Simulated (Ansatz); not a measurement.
Wanted: the native input for an Ansatz 0.2.0 run.

```yaml
Task: single point
Functional: PBE
Potentials_or_basis: Ansatz PAW
Cutoff: "420 eV (not typed: the program's choice for these potentials)"
k_mesh: 10 × 10 × 8
Occupations: gaussian, width 0.022 eV
Spin: no spin polarisation
```

Ga:

```
CELL_PARAMETERS angstrom
1.38300 -4.02650 0.00000
1.38300 4.02650 0.00000
-0.11745 0.00000 3.32993
ATOMIC_POSITIONS crystal
Ga 0.13100 0.86900 0.75000
Ga 0.86900 0.13100 0.25000
```

This isn't the form of Ga at room conditions, which is orthorhombic.

The input as run:

input.yaml

```yaml
crystal:
  lattice:
    - [1.383, -4.0265, 0.0]
    - [1.383, 4.0265, 0.0]
    - [-0.1174474948, 0.0, 3.3299294416]
  atoms:
    - { symbol: Ga, position: [0.131, 0.869, 0.75] }
    - { symbol: Ga, position: [0.869, 0.131, 0.25] }
hamiltonian:
  xc: pbe
  pseudopotentials: { kind: paw }
kpoints:
  mp_grid: { grid: [10, 10, 8] }
scf:
  occupations: { method: gaussian, width: 0.022 }
output:
  forces: true
  stress: true
  eigenvalues: true
```

Potentials or basis: Ansatz PAW.

Launch:

```bash
$ ansatz run input.yaml --threads 2 --pin off --max-ram 5632MiB --backend cpu --events-out ev --progress --plain --runs-dir out
```

It gave:

The pressure is 1.6 GPa. The largest force is 0.215 eV/Å and the band gap on the k mesh is none (metal or under the smearing width).

Run time: 11 s on 2 threads of Intel(R) Xeon(R) Processor @ 2.50GHz (Skylake/Cascade Lake), on a shared host, peak memory 0.42 GiB.
